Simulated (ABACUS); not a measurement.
Sb:

```xyz
2
Lattice="2.1542 1.2437 3.7580 -2.1542 1.2437 3.7580 0.0000 -2.4875 3.7580" Properties=species:S:1:pos:R:3 pbc="T T T"
Sb    0.0000    0.0000    8.6416
Sb    0.0000    0.0000    2.6324
```

| Property | Result |
| --- | --- |
| Program | ABACUS 3.10.1 |
| Task | relaxation of cell and atoms |
| Functional | PBE |
| Potentials or basis | SPMS ONCV 1.0 PBE |
| Cutoff | 1361 eV |
| Density cutoff | 5442 eV |
| Basis | DZP LCAO (the cutoffs set its grid) |
| k mesh | 7 × 7 × 7 |
| Occupations | fermi-dirac, width 0.05 eV |
| Spin | no spin polarisation |

At the start: pressure 4.0 GPa; volume 30.21 Å³/atom.

**Question.** Where does the relaxation end?

**Answer.** Over 10 steps the energy falls by 25.2 meV/atom and the volume is 32.32 Å³/atom (+7.0 %); space group R-3m (No. 166, to 0.05 Å).

The path:
| step | energy change (eV) | largest force (eV/Å) | pressure (GPa) | volume (Å³) |
| --- | --- | --- | --- | --- |
| 1 | 0.0000 | 0.3328 | 4.04 | 60.41 |
| 2 | -0.0217 | 0.3269 | -2.36 | 67.57 |
| 3 | -0.0497 | 0.0745 | 0.02 | 64.32 |
| 4 | -0.0497 | 0.0745 | 0.02 | 64.32 |
| 5 | -0.0502 | 0.0479 | 0.01 | 64.42 |
| 6 | -0.0504 | 0.0104 | -0.01 | 64.55 |
| 7 | -0.0504 | 0.0030 | 0.03 | 64.54 |
| 8 | -0.0504 | 0.0036 | 0.07 | 64.52 |
| 9 | -0.0505 | 0.0020 | 0.04 | 64.57 |
| 10 | -0.0505 | 0.0008 | 0.00 | 64.64 |

Final structure:
```xyz
2
Lattice="2.2076 1.2745 3.8291 -2.2076 1.2745 3.8291 0.0000 -2.5491 3.8291" Properties=species:S:1:pos:R:3 pbc="T T T"
Sb    0.0000    0.0000    8.8057
Sb    0.0000    0.0000    2.6816
```

Caveat: the atomic orbitals were generated for these runs and aren't a published set; the basis of atomic orbitals isn't converged, which shifts pressures, moduli and gaps.
